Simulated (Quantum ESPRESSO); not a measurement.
# SnO2 (Cassiterite) (P4_2/mnm) in Quantum ESPRESSO: convergence with density cutoff

Aim: find how far density cutoff must go before the results for SnO2 (Cassiterite) settle, at LDA. This setting moves, with any that are tied to it; all else stays.

Program: Quantum ESPRESSO 7.5. These are calculated values, not measurements. Logs are shortened: lines on timing, memory, paths and dates and some standing lists are left out, and cuts for length are marked.

## 1. The crystal as given

It takes space group P4_2/mnm (No. 136, tetragonal). The conventional cell has a = 4.738 Å, b = 4.738 Å, c = 3.187 Å, α = 90.00°, β = 90.00°, γ = 90.00°. Sn (site symmetry mmm) is surrounded by 6 O at 2.05 to 2.06 Å. O (site symmetry m2m) has 3 Sn at 2.05 to 2.06 Å as nearest neighbours.

## 2. With density cutoff 144 Ry

Input file pw.in:

```
&CONTROL
  calculation = 'scf'
  prefix = 'pwscf'
  outdir = './tmp'
  pseudo_dir = './pseudo'
  tprnfor = .true.
  tstress = .true.
  disk_io = 'nowf'
/
&SYSTEM
  ibrav = 0
  nat = 6
  ntyp = 2
  ecutwfc = 36
  ecutrho = 144
  nbnd = 36
  occupations = 'smearing'
  smearing = 'mp'
  degauss = 0.00367493
/
&ELECTRONS
  conv_thr = 1.2d-09
  electron_maxstep = 120
  mixing_beta = 0.5
/
ATOMIC_SPECIES
Sn   118.7100 Sn.LDA_PW-JTH.UPF
O     15.9990 O.LDA_PW-JTH.UPF
CELL_PARAMETERS angstrom
   4.7380000000    0.0000000000    0.0000000000
   0.0000000000    4.7380000000    0.0000000000
   0.0000000000    0.0000000000    3.1865000000
ATOMIC_POSITIONS crystal
Sn     0.5000000000    0.5000000000    0.5000000000
Sn     0.0000000000    0.0000000000    0.0000000000
O      0.8071000000    0.1929000000    0.5000000000
O      0.6929000000    0.6929000000    0.0000000000
O      0.1929000000    0.8071000000    0.5000000000
O      0.3071000000    0.3071000000    0.0000000000
K_POINTS automatic
6 6 8 0 0 0
```

Potentials or basis: JTH 2.0 LDA.

On the command line:

```sh
$ OMP_NUM_THREADS=1 pw.x -in pw.in > pw.out
```

It took 53 s on 1 thread of Arm Neoverse V1, shared host; peak memory 0.13 GiB.

Results:

```
Free energy            : -13956.8598 eV
Largest force          : 0.134 eV/Å
Band gap on the k mesh : 1.12 eV, direct
```

## 3. With density cutoff 180 Ry

Edit pw.in of step 2 so:

```diff
@@ -14,3 +14,3 @@
   ecutwfc = 36
-  ecutrho = 144
+  ecutrho = 180
   nbnd = 36
```

Potentials or basis: JTH 2.0 LDA.

On the command line:

```sh
$ OMP_NUM_THREADS=1 pw.x -in pw.in > pw.out
```

Wall time 53 s (1 thread of Arm Neoverse V1, shared host); peak memory 0.15 GiB.

Results:

| Quantity | Value |
| --- | --- |
| Free energy | -13956.8582 eV |
| Largest force | 0.134 eV/Å |
| Band gap on the k mesh | 1.12 eV, direct |

## 4. With density cutoff 216 Ry

Edit pw.in of step 3 so:

```diff
@@ -14,3 +14,3 @@
   ecutwfc = 36
-  ecutrho = 180
+  ecutrho = 216
   nbnd = 36
```

On the command line:

```sh
$ OMP_NUM_THREADS=1 pw.x -in pw.in > pw.out
```

Wall time 54 s (1 thread of Arm Neoverse V1, shared host); peak memory 0.18 GiB.

Results:

| Quantity | Value |
| --- | --- |
| Free energy | -13956.8574 eV |
| Largest force | 0.134 eV/Å |
| Band gap on the k mesh | 1.12 eV, direct |

## 5. With density cutoff 252 Ry

Edit pw.in of step 4 so:

```diff
@@ -14,3 +14,3 @@
   ecutwfc = 36
-  ecutrho = 216
+  ecutrho = 252
   nbnd = 36
```

On the command line:

```sh
$ OMP_NUM_THREADS=1 pw.x -in pw.in > pw.out
```

Run time: 55 s. Hardware: 1 thread of Arm Neoverse V1, shared host; peak memory 0.2 GiB.

Results:

```
Free energy            : -13956.8571 eV
Largest force          : 0.134 eV/Å
Band gap on the k mesh : 1.12 eV, direct
```

## 6. With density cutoff 288 Ry

Edit pw.in of step 5 so:

```diff
@@ -14,3 +14,3 @@
   ecutwfc = 36
-  ecutrho = 252
+  ecutrho = 288
   nbnd = 36
```

Potentials or basis: JTH 2.0 LDA.

On the command line:

```sh
$ OMP_NUM_THREADS=1 pw.x -in pw.in > pw.out
```

Wall time 55 s (1 thread of Arm Neoverse V1, shared host); peak memory 0.23 GiB.

It converged, with:

```yaml
Free_energy: -13956.8571 eV
Largest_force: 0.134 eV/Å
Band_gap_on_the_k_mesh: 1.12 eV, direct
```

## 7. With density cutoff 360 Ry

Edit pw.in of step 6 so:

```diff
@@ -14,3 +14,3 @@
   ecutwfc = 36
-  ecutrho = 288
+  ecutrho = 360
   nbnd = 36
```

On the command line:

```sh
$ OMP_NUM_THREADS=1 pw.x -in pw.in > pw.out
```

It took 57 s on 1 thread of Arm Neoverse V1, shared host; peak memory 0.29 GiB.

The run converged. Its results:

```
Free energy            : -13956.8570 eV
Largest force          : 0.134 eV/Å
Band gap on the k mesh : 1.12 eV, direct
```

## 8. With density cutoff 432 Ry

Edit pw.in of step 7 so:

```diff
@@ -14,3 +14,3 @@
   ecutwfc = 36
-  ecutrho = 360
+  ecutrho = 432
   nbnd = 36
```

On the command line:

```sh
$ OMP_NUM_THREADS=1 pw.x -in pw.in > pw.out
```

It took 60 s on 1 thread of Arm Neoverse V1, shared host; peak memory 0.33 GiB.

Results (log left out):

* Free energy: -13956.8570 eV
* Largest force: 0.134 eV/Å
* Band gap on the k mesh: 1.12 eV, direct

## 9. With density cutoff 576 Ry

Edit pw.in of step 8 so:

```diff
@@ -14,3 +14,3 @@
   ecutwfc = 36
-  ecutrho = 432
+  ecutrho = 576
   nbnd = 36
```

Potentials or basis: JTH 2.0 LDA.

On the command line:

```sh
$ OMP_NUM_THREADS=1 pw.x -in pw.in > pw.out
```

pw.out:

```text
This program is part of the open-source Quantum ESPRESSO suite
     for quantum simulation of materials; please cite
         "P. Giannozzi et al., J. Phys.:Condens. Matter 21 395502 (2009);
         "P. Giannozzi et al., J. Phys.:Condens. Matter 29 465901 (2017);
         "P. Giannozzi et al., J. Chem. Phys. 152 154105 (2020);
     in publications or presentations arising from this work. More details at

     file Sn.LDA_PW-JTH.UPF: wavefunction(s)  0S 5P 0P 4D 0D renormalized
     file O.LDA_PW-JTH.UPF: wavefunction(s)  0S 2P 0P renormalized
     Message from routine setup:
     using ibrav=0 with symmetry is DISCOURAGED, use correct ibrav instead

     G-vector sticks info
     --------------------
     sticks:   dense  smooth     PW     G-vecs:    dense   smooth      PW
     Sum        3681     925    293               112703    14115    2481

     Using Slab Decomposition

     bravais-lattice index     =            0
     lattice parameter (alat)  =       8.9535  a.u.
     unit-cell volume          =     482.7259 (a.u.)^3
     number of atoms/cell      =            6
     number of atomic types    =            2
     number of electrons       =        52.00
     number of Kohn-Sham states=           36
     kinetic-energy cutoff     =      36.0000  Ry
     charge density cutoff     =     576.0000  Ry
     scf convergence threshold =      1.2E-09
     mixing beta               =       0.5000
     number of iterations used =            8  plain     mixing
     Exchange-correlation= SLA PW NOGX NOGC
                           (   1   4   0   0   0   0   0)

     celldm(1)=   8.953522  celldm(2)=   0.000000  celldm(3)=   0.000000
     celldm(4)=   0.000000  celldm(5)=   0.000000  celldm(6)=   0.000000

     crystal axes: (cart. coord. in units of alat)
               a(1) = (   1.000000   0.000000   0.000000 )
               a(2) = (   0.000000   1.000000   0.000000 )
               a(3) = (   0.000000   0.000000   0.672541 )

     reciprocal axes: (cart. coord. in units 2 pi/alat)
               b(1) = (  1.000000  0.000000  0.000000 )
               b(2) = (  0.000000  1.000000  0.000000 )
               b(3) = (  0.000000  0.000000  1.486898 )

     PseudoPot. # 1 for Sn read from file:
     Sn.LDA_PW-JTH.UPF
     Pseudo is Projector augmented-wave + core cor, Zval = 14.0
     Generated using ATOMPAW code
     Shape of augmentation charge: BESSEL
     Using radial grid of 1090 points,  6 beta functions with:
                l(1) =   0
                l(2) =   0
                l(3) =   1
                l(4) =   1
                l(5) =   2
                l(6) =   2
     Q(r) pseudized with 0 coefficients

     PseudoPot. # 2 for O  read from file:
     O.LDA_PW-JTH.UPF
     Pseudo is Projector augmented-wave + core cor, Zval =  6.0
     Generated using ATOMPAW code
     Shape of augmentation charge: SINC**2
     Using radial grid of  943 points,  4 beta functions with:
                l(1) =   0
                l(2) =   0
                l(3) =   1
                l(4) =   1
     Q(r) pseudized with 0 coefficients

     atomic species   valence    mass     pseudopotential
     Sn               14.00   118.71000     Sn( 1.00)
     O                 6.00    15.99900     O ( 1.00)

     16 Sym. Ops., with inversion, found ( 8 have fractional translation)

   Cartesian axes

     site n.     atom                  positions (alat units)
         1        Sn     tau(   1) = (   0.5000000   0.5000000   0.3362706  )
         2        Sn     tau(   2) = (   0.0000000   0.0000000   0.0000000  )
         3        O      tau(   3) = (   0.8071000   0.1929000   0.3362706  )
         4        O      tau(   4) = (   0.6929000   0.6929000   0.0000000  )
         5        O      tau(   5) = (   0.1929000   0.8071000   0.3362706  )
         6        O      tau(   6) = (   0.3071000   0.3071000   0.0000000  )

     number of k points=    50  Methfessel-Paxton smearing, width (Ry)=  0.0037
                       cart. coord. in units 2pi/alat
        k(    1) = (   0.0000000   0.0000000   0.0000000), wk =   0.0069444
        k(    2) = (   0.0000000   0.0000000   0.1858622), wk =   0.0138889
        k(    3) = (   0.0000000   0.0000000   0.3717245), wk =   0.0138889
        k(    4) = (   0.0000000   0.0000000   0.5575867), wk =   0.0138889
        k(    5) = (   0.0000000   0.0000000  -0.7434489), wk =   0.0069444
        k(    6) = (   0.0000000   0.1666667   0.0000000), wk =   0.0277778
[... 42 lines left out ...]
        k(   49) = (  -0.5000000  -0.5000000   0.5575867), wk =   0.0138889
        k(   50) = (  -0.5000000  -0.5000000  -0.7434489), wk =   0.0069444

     Dense  grid:   112703 G-vectors     FFT dimensions: (  72,  72,  48)

     Smooth grid:    14115 G-vectors     FFT dimensions: (  36,  36,  24)

     Initial potential from superposition of free atoms

     starting charge      51.9978, renormalised to      52.0000
     Starting wfcs are   68 randomized atomic wfcs

     Self-consistent Calculation

     iteration #  1     ecut=    36.00 Ry     beta= 0.50
     Davidson diagonalization with overlap
     ethr =  1.00E-02,  avg # of iterations =  5.8

     total energy              =   -1025.30579297 Ry
     estimated scf accuracy    <       1.46465354 Ry

     iteration #  2     ecut=    36.00 Ry     beta= 0.50
     Davidson diagonalization with overlap
     ethr =  2.82E-03,  avg # of iterations =  2.0
[... 43 lines left out ...]
     total energy              =   -1025.81006717 Ry
     estimated scf accuracy    <       0.00000007 Ry

     iteration #  9     ecut=    36.00 Ry     beta= 0.50
     Davidson diagonalization with overlap
     ethr =  1.28E-10,  avg # of iterations =  2.0

     End of self-consistent calculation

          k = 0.0000 0.0000 0.0000 (  1779 PWs)   bands (ev):

   -12.1975 -11.4565 -11.1617 -11.1387 -11.1387 -11.0453 -11.0078 -10.9152
   -10.8825 -10.8825  -9.9879  -8.0571  -8.0571  -6.2259   0.5609   4.6189
     4.6189   4.7222   5.6160   6.6634   6.8478   7.5478   7.5478   7.9762
     7.9762   8.7814   9.9012  14.6844  14.8773  14.8773  18.8815  19.0877
    20.6144  20.6144  21.0970  21.1703

          k = 0.0000 0.0000 0.1859 (  1763 PWs)   bands (ev):
[... 377 lines left out ...]
   -11.8607 -11.8607 -11.5178 -11.5178 -10.9874 -10.9874 -10.9359 -10.9359
   -10.9355 -10.9355  -8.0456  -8.0456  -6.7973  -6.7973   0.9412   0.9412
     4.0034   4.0034   5.9278   5.9278   6.2541   6.2541   7.8609   7.8609
     7.9307   7.9307  13.5978  13.5978  17.5181  17.5181  19.2599  19.2599
    19.5961  19.5961  21.6145  21.6145

          k =-0.5000-0.5000-0.7434 (  1760 PWs)   bands (ev):

   -11.9544 -11.9544 -11.4564 -11.4564 -11.0034 -11.0034 -10.9335 -10.9335
   -10.8814 -10.8814  -8.0262  -8.0262  -6.5706  -6.5706   0.6081   0.6081
     3.6472   3.6472   6.1902   6.1902   6.3104   6.3104   7.7848   7.7848
     7.9392   7.9392  13.4759  13.4759  17.3780  17.3780  19.5557  19.5557
    19.7364  19.7364  21.7046  21.7046

     the Fermi energy is     9.2236 ev

!    total energy              =   -1025.81006719 Ry
     total all-electron energy =     -1025.810067 Ry
     estimated scf accuracy    <          2.5E-10 Ry
     smearing contrib. (-TS)   =       0.00000000 Ry
     internal energy E=F+TS    =   -1025.81006719 Ry

     The total energy is F=E-TS. E is the sum of the following terms:
     one-electron contribution =    -118.81953818 Ry
     hartree contribution      =     127.84979679 Ry
     xc contribution           =     -84.54681596 Ry
     ewald contribution        =    -307.43393528 Ry
     one-center paw contrib.   =    -642.85957455 Ry

     convergence has been achieved in   9 iterations

     Forces acting on atoms (cartesian axes, Ry/au):

     atom    1 type  1   force =     0.00000000    0.00000000   -0.00000000
     atom    2 type  1   force =     0.00000000    0.00000000    0.00000000
     atom    3 type  2   force =    -0.00369200    0.00369200   -0.00000000
     atom    4 type  2   force =     0.00369200    0.00369200   -0.00000000
     atom    5 type  2   force =     0.00369200   -0.00369200    0.00000000
     atom    6 type  2   force =    -0.00369200   -0.00369200    0.00000000

     Total force =     0.010443     Total SCF correction =     0.000000

     Computing stress (Cartesian axis) and pressure

          total   stress  (Ry/bohr**3)                   (kbar)     P=      -38.97
  -0.00028838   0.00000000   0.00000000          -42.42        0.00        0.00
   0.00000000  -0.00028838   0.00000000            0.00      -42.42        0.00
   0.00000000   0.00000000  -0.00021797            0.00        0.00      -32.06

=------------------------------------------------------------------------------=
   JOB DONE.
=------------------------------------------------------------------------------=
```

Wall time 63 s (1 thread of Arm Neoverse V1, shared host); peak memory 0.47 GiB.

What came out:

- Free energy: -13956.8570 eV
- Largest force: 0.134 eV/Å
- Band gap on the k mesh: 1.12 eV, direct

## 10. Result

```
density cutoff  energy less the tightest run, at zero smearing (meV/atom)  SCF cycles  CPU time (s)  peak memory (GiB)
        144 Ry                                                      -0.48           9            53               0.13
        180 Ry                                                      -0.20           9            53               0.15
        216 Ry                                                      -0.07           9            54               0.18
        252 Ry                                                      -0.02           9            55                0.2
        288 Ry                                                      -0.02           9            55               0.23
        360 Ry                                                      -0.01           9            57               0.29
        432 Ry                                                       0.00           9            60               0.33
        576 Ry                                                       0.00           9            63               0.47
```

Against the tightest run, the energy stays within 1 meV/atom from 144 Ry on. The tightest run that finished is the yardstick and may itself not be fully converged.

Caveats: the cutoff is low for these files, which shifts pressure and relaxed volume; this smearing can shift energies of a crystal with a gap; spin-orbit coupling is left out, which moves the levels of the heavy elements.
